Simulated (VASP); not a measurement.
# Al (Fm-3m) in VASP: a series of runs, part 2 of 2

VASP 6.6.1. Earlier steps stand in the parts before.

## 4. Single point, PBE (grid = ENCUT=650 dk=0.35 cell=2x2x2 ISMEAR=1 SIGMA=0.1 LREAL=Auto EDIFF=1e-06)

INCAR reads:

```
SYSTEM = Al7Cu
  PREC = Accurate
  ENCUT = 650
  EDIFF = 1E-6
  ISMEAR = 1
  SIGMA = 0.1
  LREAL = Auto
  LASPH = .TRUE.
  NELM = 120
  ALGO = Fast
  ISIF = 2
  LWAVE = .FALSE.
  LCHARG = .FALSE.
  GGA = PE
  NBANDS = 24
```

KPOINTS reads:

```
Automatic mesh
0
G
  4 4 4
  0 0 0
```

POSCAR reads:

```
Al7Cu
1.0
    0.0000000000      4.0496100000      4.0496100000
    4.0496100000      0.0000000000      4.0496100000
    4.0496100000      4.0496100000      0.0000000000
Cu Al
1 7
Direct
    0.0000000000      0.0000000000      0.0000000000
    0.0000000000      0.0000000000      0.5000000000
    0.0000000000      0.5000000000      0.0000000000
    0.0000000000      0.5000000000      0.5000000000
    0.5000000000      0.0000000000      0.0000000000
    0.5000000000      0.0000000000      0.5000000000
    0.5000000000      0.5000000000      0.0000000000
    0.5000000000      0.5000000000      0.5000000000
```

Potentials or basis: VASP PAW PBE potentials, release 64 (Cu, Al).

The run is started by

```console
$ cat potpaw_PBE.64/Cu/POTCAR potpaw_PBE.64/Al/POTCAR > POTCAR
$ mpirun -np 1 vasp_std > vasp.out
```

OUTCAR:

```text
SYSTEM = Al7Cu
   PREC = Accurate
   ENCUT = 650
   EDIFF = 1E-6
   ISMEAR = 1
   LREAL = Auto
   LASPH = .TRUE.
   NELM = 120
   ISIF = 2
   GGA = PE

 Found      8 irreducible k-points:

 Following reciprocal coordinates:
            Coordinates               Weight
  0.000000  0.000000  0.000000      1.000000
  0.250000  0.000000  0.000000      8.000000
  0.500000  0.000000  0.000000      4.000000
  0.250000  0.250000  0.000000      6.000000
  0.500000  0.250000  0.000000     24.000000
 -0.250000  0.250000  0.000000     12.000000
   k-points           NKPTS =      8   k-points in BZ     NKDIM =      8   number of bands    NBANDS=     24
   number of dos      NEDOS =    301   number of ions     NIONS =      8
   total plane-waves  NPLWV = 110592
   dimension x,y,z NGX =    48 NGY =   48 NGZ =   48
   dimension x,y,z NGXF=    96 NGYF=   96 NGZF=   96
   ions per type =               1   7
   NGX,Y,Z   is equivalent  to a cutoff of  13.93, 13.93, 13.93 a.u.
   NGXF,Y,Z  is equivalent  to a cutoff of  27.87, 27.87, 27.87 a.u.
 SYSTEM =  Al7Cu
   PREC   = accura    normal or accurate (medium, high low for compatibility)
   ISTART =      0    job   : 0-new  1-cont  2-samecut
   ICHARG =      2    charge: 1-file 2-atom 10-const
   ISPIN  =      1    spin polarized calculation?
   LNONCOLLINEAR =      F non collinear calculations
   LSORBIT =      F    spin-orbit coupling
   LASPH  =      T    aspherical Exc in radial PAW
   ENCUT  =  650.0 eV  47.77 Ry    6.91 a.u.  11.91 11.91 11.91*2*pi/ulx,y,z
   NELM   =    120;   NELMIN=  2; NELMDL= -5     # of ELM steps
   EDIFF  = 0.1E-05   stopping-criterion for ELM
   LREAL  =      T    real-space projection
   EDIFFG = 0.1E-04   stopping-criterion for IOM
   NSW    =      0    number of steps for IOM
[... 5 lines left out ...]
   TEBEG  =    0.0;   TEEND  =   0.0 temperature during run
   PSTRESS=    0.0 pullay stress
   NELECT =      32.0000    total number of electrons
   NUPDOWN=      -1.0000    fix difference up-down
   EMIN   =  10.00;   EMAX   =-10.00  energy-range for DOS
   EFERMI =   0.00;   METHOD = LEGACY
   ISMEAR =     1;   SIGMA  =   0.10  broadening in eV -4-tet -1-fermi 0-gaus
   EFERMI_NEDOS =   21; number of points for ismear=-14 and -15
   IALGO  =     68    algorithm
   IMIX   =      4    mixing-type and parameters
     AMIX     =   0.40;   BMIX     =  1.00
     AMIX_MAG =   1.60;   BMIX_MAG =  1.00
  volume/ion in A,a.u.               =      16.60       112.04
  Fermi-wavevector in a.u.,A,eV,Ry     =   1.018673  1.925014 14.118704  1.037695
  Thomas-Fermi vector in A             =   2.152144
   LORBIT       =      0    0 simple, 1 ext, 2 COOP (PROOUT), +10 PAW based schemes
   GGA     = PE    functional components
   LHFCALC =     F    Hartree Fock is set to
   AEXX    =    0.0000 exact exchange contribution
   IVDW    =     0    specifies the selected vdW correction
   LEPSILON=     F    determine dielectric tensor
   LRPA    =     F    only Hartree local field effects (RPA)
 non-spin polarized calculation
 RMM-DIIS sequential band-by-band and
 Methfessel and Paxton  Order N= 1 SIGMA  =   0.10
  energy-cutoff  :      650.00
  volume of cell :      132.82
 maximum number of plane-waves:      5044
   NGX = 23   NGY = 23   NGZ = 23

 number of electron      32.0000008 magnetization

 Free energy of the ion-electron system (eV)
  ---------------------------------------------------
  ext. energy  EPLUGINS =         0.00000000
  ---------------------------------------------------
  free energy    TOTEN  =       -29.73205558 eV

  energy without entropy =      -29.73323552  energy(sigma->0) =      -29.73244890

 E-fermi :   7.3315     XC(G=0): -10.2705

 val. band max:        7.3203768223   @ k =   0.5000   0.0000   0.0000
 cond. band min:       7.3328922402   @ k =   0.5000   0.5000   0.0000
 fundamental gap:      0.0125154179
 Fermi energy:         7.3314674758

 k-point     1 :       0.0000    0.0000    0.0000
  band No.  band energies     occupation
      1      -3.2127      2.00000
      2       2.8240      2.00000
      3       2.8240      2.00000
      4       2.8240      2.00000
      5       3.0231      2.00000
      6       3.4048      2.00000
[... 16 lines left out ...]
     23      13.3167      0.00000
     24      13.6789      0.00000
[... 112 lines left out ...]
      2      -0.0114      2.00000
      3       0.2510      2.00000
      4       2.1987      2.00000
      5       2.3563      2.00000
      6       3.5079      2.00000
[... 16 lines left out ...]
     23      11.4627      0.00000
     24      11.8580      0.00000

 [... further k-points ...]

------------------------ aborting loop because EDIFF is reached ----------------------------------------

  FORCE on cell =-STRESS in cart. coord.  units (eV):
  Direction    XX          YY          ZZ          XY          YZ          ZX
  --------------------------------------------------------------------------------------
  -------------------------------------------------------------------------------------
  Total       -3.3163649     -3.3163649     -3.3163649     -0.0000000      0.0000000     -0.0000000
  in kB      -40.0039891    -40.0039891    -40.0039891     -0.0000000      0.0000000     -0.0000000
  external PRESSURE =     -40.0039891 kB  Pullay stress =       0.0000000 kB

 VOLUME and BASIS-vectors are now :
 -----------------------------------------------------------------------------
  energy-cutoff  :      650.00
  volume of cell :      132.82
      direct lattice vectors                 reciprocal lattice vectors
     0.000000000  4.049610000  4.049610000    -0.123468680  0.123468680  0.123468680
     4.049610000  0.000000000  4.049610000     0.123468680 -0.123468680  0.123468680
     4.049610000  4.049610000  0.000000000     0.123468680  0.123468680 -0.123468680

 POSITION                                       TOTAL-FORCE (eV/Angst)
 -----------------------------------------------------------------------------------
      0.00000      0.00000      0.00000        -0.000000      0.000000     -0.000000
      2.02481      2.02481      0.00000        -0.000000      0.000000      0.000000
      2.02481      0.00000      2.02481         0.000000      0.000000     -0.000000
      4.04961      2.02481      2.02481         0.000000     -0.000000      0.000000
      0.00000      2.02481      2.02481         0.000000      0.000000      0.000000
      2.02481      4.04961      2.02481         0.000000      0.000000     -0.000000
      2.02481      2.02481      4.04961         0.000000     -0.000000      0.000000
      4.04961      4.04961      4.04961        -0.000000      0.000000     -0.000000
 -----------------------------------------------------------------------------------
    total drift:                                0.000000     -0.000000     -0.000000

  FREE ENERGIE OF THE ION-ELECTRON SYSTEM (eV)
  ---------------------------------------------------
  free  energy   TOTEN  =       -29.7320555844 eV

  energy  without entropy=      -29.7332355228  energy(sigma->0) =      -29.73244890
```

Run time: 2.2 min. Hardware: 1 thread of Intel Xeon Platinum 8375C at 2.90GHz (Ice Lake), shared host; peak memory 0.32 GiB.

The run converged, but some of its settings lie outside the range that counts as converged, so its numbers aren't taken as properties of the crystal.

Results:

```yaml
Free_energy: -29.7321 eV
Pressure: -4.0 GPa
Band_gap_on_the_k_mesh: none (metal or under the smearing width)
```

## 5. Single point, LDA (grid = ENCUT=600 dk=0.27 cell=4x4x4 ISMEAR=1 SIGMA=0.1 LREAL=Auto EDIFF=1e-07)

INCAR reads:

```
ALGO = Fast
EDIFF = 1E-7
ENCUT = 600
ISIF = 2
ISMEAR = 1
KPAR = 2
LASPH = True
LCHARG = False
LREAL = Auto
LWAVE = False
NBANDS = 164
NCORE = 1
NELM = 120
PREC = Accurate
SIGMA = 0.1
```

KPOINTS reads:

```
k-points
0
Gamma
  3 3 3
```

POSCAR reads:

```
Al63Cu
1.0
    0.0000000000      8.0992200000      8.0992200000
    8.0992200000      0.0000000000      8.0992200000
    8.0992200000      8.0992200000      0.0000000000
Cu Al
1 63
Direct
    0.0000000000      0.0000000000      0.0000000000
    0.0000000000      0.0000000000      0.2500000000
    0.0000000000      0.0000000000      0.5000000000
    0.0000000000      0.0000000000      0.7500000000
    0.0000000000      0.2500000000      0.0000000000
    0.0000000000      0.2500000000      0.2500000000
    0.0000000000      0.2500000000      0.5000000000
    0.0000000000      0.2500000000      0.7500000000
    0.0000000000      0.5000000000      0.0000000000
    0.0000000000      0.5000000000      0.2500000000
    0.0000000000      0.5000000000      0.5000000000
    0.0000000000      0.5000000000      0.7500000000
    0.0000000000      0.7500000000      0.0000000000
    0.0000000000      0.7500000000      0.2500000000
    0.0000000000      0.7500000000      0.5000000000
    0.0000000000      0.7500000000      0.7500000000
    0.2500000000      0.0000000000      0.0000000000
    0.2500000000      0.0000000000      0.2500000000
    0.2500000000      0.0000000000      0.5000000000
    0.2500000000      0.0000000000      0.7500000000
    0.2500000000      0.2500000000      0.0000000000
    0.2500000000      0.2500000000      0.2500000000
    0.2500000000      0.2500000000      0.5000000000
    0.2500000000      0.2500000000      0.7500000000
    0.2500000000      0.5000000000      0.0000000000
    0.2500000000      0.5000000000      0.2500000000
    0.2500000000      0.5000000000      0.5000000000
    0.2500000000      0.5000000000      0.7500000000
    0.2500000000      0.7500000000      0.0000000000
    0.2500000000      0.7500000000      0.2500000000
    0.2500000000      0.7500000000      0.5000000000
    0.2500000000      0.7500000000      0.7500000000
    0.5000000000      0.0000000000      0.0000000000
    0.5000000000      0.0000000000      0.2500000000
    0.5000000000      0.0000000000      0.5000000000
    0.5000000000      0.0000000000      0.7500000000
    0.5000000000      0.2500000000      0.0000000000
    0.5000000000      0.2500000000      0.2500000000
    0.5000000000      0.2500000000      0.5000000000
    0.5000000000      0.2500000000      0.7500000000
    0.5000000000      0.5000000000      0.0000000000
    0.5000000000      0.5000000000      0.2500000000
    0.5000000000      0.5000000000      0.5000000000
    0.5000000000      0.5000000000      0.7500000000
    0.5000000000      0.7500000000      0.0000000000
    0.5000000000      0.7500000000      0.2500000000
    0.5000000000      0.7500000000      0.5000000000
    0.5000000000      0.7500000000      0.7500000000
    0.7500000000      0.0000000000      0.0000000000
    0.7500000000      0.0000000000      0.2500000000
    0.7500000000      0.0000000000      0.5000000000
    0.7500000000      0.0000000000      0.7500000000
    0.7500000000      0.2500000000      0.0000000000
    0.7500000000      0.2500000000      0.2500000000
    0.7500000000      0.2500000000      0.5000000000
    0.7500000000      0.2500000000      0.7500000000
    0.7500000000      0.5000000000      0.0000000000
    0.7500000000      0.5000000000      0.2500000000
    0.7500000000      0.5000000000      0.5000000000
    0.7500000000      0.5000000000      0.7500000000
    0.7500000000      0.7500000000      0.0000000000
    0.7500000000      0.7500000000      0.2500000000
    0.7500000000      0.7500000000      0.5000000000
    0.7500000000      0.7500000000      0.7500000000
```

Potentials or basis: VASP PAW LDA potentials, release 64 (Cu, Al).

The run is started by

```console
$ cat potpaw_LDA.64/Cu/POTCAR potpaw_LDA.64/Al/POTCAR > POTCAR
$ mpirun -np 4 vasp_std > vasp.out
```

It took 32 min on 4 MPI ranks of AMD EPYC 7R43 (Zen 3), shared host; peak memory 0.9 GiB.

The run converged. Its results:

| Item | Value |
| --- | --- |
| Free energy | -268.2525 eV |
| Pressure | -4.0 GPa |
| Largest force | 0.237 eV/Å |
| Band gap on the k mesh | none (metal or under the smearing width) |

Forces on the atoms (eV/Å):
```
Cu   0.000  0.000  0.000
Al  -0.167 -0.167  0.000
Al   0.000  0.000  0.000
Al   0.167  0.167  0.000
Al  -0.167  0.000 -0.167
Al  -0.005 -0.017 -0.017
Al   0.017  0.005 -0.017
Al   0.000  0.167 -0.167
Al   0.000  0.000  0.000
Al   0.017 -0.017  0.005
Al   0.000  0.000  0.000
Al  -0.017  0.017 -0.005
Al   0.167  0.000  0.167
Al   0.000 -0.167  0.167
Al  -0.017 -0.005  0.017
Al   0.005  0.017  0.017
Al   0.000 -0.167 -0.167
Al  -0.017 -0.005 -0.017
Al   0.005  0.017 -0.017
Al   0.167  0.000 -0.167
Al  -0.017 -0.017 -0.005
Al   0.000  0.000  0.000
Al   0.017  0.017 -0.005
Al   0.000  0.000  0.033
Al   0.005 -0.017  0.017
Al   0.017 -0.005  0.017
Al   0.000 -0.012 -0.012
Al   0.012  0.000 -0.012
Al   0.167 -0.167  0.000
Al   0.000  0.033  0.000
Al   0.012 -0.012  0.000
Al  -0.033  0.000  0.000
Al   0.000  0.000  0.000
Al  -0.017  0.017  0.005
Al   0.000  0.000  0.000
Al   0.017 -0.017 -0.005
Al  -0.017  0.005  0.017
Al  -0.005  0.017  0.017
Al  -0.012  0.000 -0.012
Al   0.000  0.012 -0.012
Al   0.000  0.000  0.000
Al  -0.012 -0.012  0.000
Al   0.000  0.000  0.000
Al   0.012  0.012  0.000
Al   0.017 -0.005 -0.017
Al   0.000 -0.012  0.012
Al   0.012  0.000  0.012
Al   0.005 -0.017 -0.017
Al   0.000  0.167  0.167
Al  -0.167  0.000  0.167
Al  -0.005 -0.017  0.017
Al   0.017  0.005  0.017
Al  -0.167  0.167  0.000
Al   0.033  0.000  0.000
Al  -0.012  0.012  0.000
Al   0.000 -0.033  0.000
Al  -0.005  0.017 -0.017
Al  -0.012  0.000  0.012
Al   0.000  0.012  0.012
Al  -0.017  0.005 -0.017
Al   0.017  0.017  0.005
Al   0.000  0.000 -0.033
Al  -0.017 -0.017  0.005
Al   0.000  0.000  0.000
```

Levels at points of the mesh, in eV from the Fermi level:
```tsv
k point	band 98	band 99	band 100	band 101	band 102	band 103
(0.00, 0.00, 0.00)	-0.57	-0.57	-0.41	-0.34	-0.34	-0.34
```

## 6. Single point, LDA (grid = ENCUT=350 dk=0.6 cell=4x4x4 ISMEAR=1 SIGMA=0.1 LREAL=Auto EDIFF=1e-06)

INCAR, as its differences from that of step 5:

```diff
@@ -1,4 +1,4 @@
 ALGO = Fast
-EDIFF = 1E-7
-ENCUT = 600
+EDIFF = 1E-6
+ENCUT = 350
 ISIF = 2
```

KPOINTS reads:

```
k-points
0
Gamma
  2 2 2
```

POSCAR is that of step 5.

Potentials or basis: VASP PAW LDA potentials, release 64 (Cu, Al).

The run is started by

```console
$ cat potpaw_LDA.64/Cu/POTCAR potpaw_LDA.64/Al/POTCAR > POTCAR
$ mpirun -np 4 vasp_std > vasp.out
```

Wall time 12 min (4 MPI ranks of AMD EPYC 7R43 (Zen 3), shared host); peak memory 0.4 GiB.

The run converged, but some of its settings lie outside the range that counts as converged, so its numbers aren't taken as properties of the crystal.

Results:

```
Free energy            : -267.7238 eV
Pressure               : -4.1 GPa
Largest force          : 0.317 eV/Å
Band gap on the k mesh : none (metal or under the smearing width)
```

Caveat: the cutoff is under 1.25 times the usual one of these potentials, so pressure, stress and relaxed cells hold a basis-set (Pulay) error.

## 7. For comparison

An earlier run on the cell as given: functional PBE; potentials or basis VASP PAW PBE potentials, release 64 (Al); cutoff 520 eV; k mesh 11 × 11 × 11; occupations fermi-dirac, width 0.05 eV; no spin polarisation.

- Pressure: -0.5 GPa
- Band gap on the k mesh: none (metal or under the smearing width)
